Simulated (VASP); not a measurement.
# Pb₃Te: restarted molecular dynamics, 2 variants

Pb₃Te, P6_3/mmc (no. 194), 16 atoms in the cell. PBE, molecular dynamics; PAW potentials Pb, Te (PBE set).

| Restart from | Temperature at the end (K) | The same without a restart (K) | Potential energy at the end (eV/atom) | The same without a restart (eV/atom) | Electronic steps in the first step after the restart | Time (s) |
|---|---|---|---|---|---|---|
| CONTCAR with velocities, WAVECAR read | 1013.0 | 1013.0 | -3.40615 | -3.40615 | 4 | 777 |
| CONTCAR with velocities, no WAVECAR | 1013.0 | 1013.0 | -3.40615 | -3.40615 | 14 | 824 |

Limits: 240 fs of 16 atoms are too short for converged averages.

## Input of the first row

INCAR.step1:
```
GGA = PE
PREC = Normal
ENCUT = 200
EDIFF = 1E-6
NELMIN = 4
NELM = 60
ALGO = Fast
LREAL = Auto
LASPH = T
ISMEAR = -1
SIGMA = 0.069
ISYM = 0
LWAVE = T
LCHARG = F
IBRION = 0
NSW = 30
POTIM = 4.0
TEBEG = 1600
ISIF = 2
RANDOM_SEED = 563609 0 0
MDALGO = 1
ANDERSEN_PROB = 0.0
KPAR = 2
```

INCAR.step2, as INCAR.step1 but for:
```
- LWAVE = T
+ LWAVE = F
```

KPOINTS:
```
k-points
0
Monkhorst-Pack
  2 2 1
```

POSCAR.step1:
```
TePb3
1.0
    7.0673074525      0.0000000000      0.0000000000
   -3.5336537263      6.1204677902      0.0000000000
    0.0000000000      0.0000000000     11.9264740000
Pb Te
12 4
Direct
    0.1674115050      0.3348230100      0.1250000000
    0.1674115050      0.3348230100      0.6250000000
    0.1674115050      0.8325884950      0.1250000000
    0.1674115050      0.8325884950      0.6250000000
    0.6651769900      0.8325884950      0.1250000000
    0.6651769900      0.8325884950      0.6250000000
    0.8325884950      0.6651769900      0.3750000000
    0.8325884950      0.6651769900      0.8750000000
    0.8325884950      0.1674115050      0.3750000000
    0.8325884950      0.1674115050      0.8750000000
    0.3348230100      0.1674115050      0.3750000000
    0.3348230100      0.1674115050      0.8750000000
    0.3333333333      0.6666666667      0.3750000000
    0.3333333333      0.6666666667      0.8750000000
    0.6666666667      0.3333333333      0.1250000000
    0.6666666667      0.3333333333      0.6250000000
```

Commands (each step's output is kept before the next begins):
```
cat potpaw_PBE.64/Pb/POTCAR potpaw_PBE.64/Te/POTCAR > POTCAR
cp INCAR.step1 INCAR
cp POSCAR.step1 POSCAR
mpirun -np 2 vasp_std > vasp.out
cp CONTCAR POSCAR
cp INCAR.step2 INCAR
mpirun -np 2 vasp_std > vasp.out
```

Changes of the last row against the first:
```
(step 1)
- LWAVE = True
+ LWAVE = False
```

VASP 6.6.1 took 777 s on 2 cores (Intel Xeon Platinum 8259CL @ 2.50GHz (Skylake/Cascade Lake)), a shared host.
